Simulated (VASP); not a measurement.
Set up this calculation in VASP 6.6.1, as the native input.

| Property | Result |
| --- | --- |
| Task | relaxation of shape and atoms at fixed volume |
| Functional | r2SCAN |
| Potentials or basis | VASP PAW PBE potentials, release 64 (Be) |
| Cutoff | 600 eV |
| k mesh | 18 × 18 × 10 |
| Occupations | methfessel-paxton, width 0.1 eV |
| Spin | no spin polarisation |
| Further INCAR settings | ALGO = Normal; EDIFF = 1e-07; IBRION = 2; EDIFFG = -0.01; NSW = 40; ISIF = 4 |

The structure of Be lies in POSCAR:

```
Be                                      
1.0
    2.2297904620      0.0000000000      0.0000000000
   -1.1148952310      1.9310551852      0.0000000000
    0.0000000000      0.0000000000      3.5300918018
  Be            
     2
Direct
     0.3333333332999970    0.6666666667000030    0.2500000000000000
     0.6666666667000030    0.3333333332999970    0.7500000000000000
```

The cell isn't the ideal one: a relaxed cell with its volume scaled by 0.96.

These files were run (other wordings do the same):

INCAR

```
SYSTEM = Be
ALGO = Normal ; EDIFF = 1E-7
EDIFFG = -0.01 ; ENCUT = 600
IBRION = 2 ; ISIF = 4
ISMEAR = 1 ; LASPH = .True.
LCHARG = .False. ; LMIXTAU = .True.
LREAL = .False. ; LWAVE = .False.
METAGGA = R2SCAN ; NELM = 80
NSW = 40 ; PREC = Accurate
SIGMA = 0.1
```

KPOINTS

```
k-points
0
Gamma
  18 18 10
  0 0 0
```

Potentials or basis: VASP PAW PBE potentials, release 64 (Be).

The run is started by

```sh
$ cat potpaw_PBE.64/Be/POTCAR > POTCAR
$ mpirun -np 1 vasp_std > vasp.out
```

Results of the run:

* Energy gained by relaxing: 0.0 meV/atom
* Ionic steps: 2
* Pressure after relaxing: 5.4 GPa
* Band gap on the k mesh: none (metal or under the smearing width)

Caveat: the PAW data sets were made with another functional, which shifts forces and pressure a little.

Run time: 81 s on 1 thread of Intel(R) Xeon(R) Platinum 8488C (Sapphire Rapids), with other jobs on the host, peak memory 0.13 GiB.
